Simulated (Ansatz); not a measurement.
Runs of Ansatz 0.2.0 on N. The structure is hexagonal, space group P6_3/mmc (No. 194). Conventional cell: a = 2.519 Å, b = 2.519 Å, c = 2.446 Å, α = 90.00°, β = 90.00°, γ = 120.00°. Around N (site symmetry -6m2) lie 6 N at 1.90 Å. The real solid is made of molecules; this cell is a model form.

| screening (1/Å) | gap on the mesh (eV) | pressure (GPa) |
| --- | --- | --- |
| 0.15 | none | -1.2 |
| 0.4 | none | 1.4 |
| 0.2 | none | -0.8 |
| 0.6 | none | (a) |
| 0.1 | none | (b) |
| 0.3 | none | 0.2 |

Alike in all rows: task single point; level HSE06 form with a typed share of exact exchange; potentials or basis Ansatz PAW; no spin polarisation; cell as given; k mesh 6 × 6 × 6; cutoff (eV) 420; smearing fermi-dirac 0.05 eV; the mesh is coarse, so values aren't converged.

Problem. Fill in the values left out.

Solution. (a) 3.8; (b) -1.5.

Caveats: all runs use coarse meshes; the PAW data sets come from PBE, with cores solved anew for the run's functional, which leaves a small shift of forces and pressure; the thresholds are loose for stress.

A gap of «none» marks a metal or a gap under the smearing width.
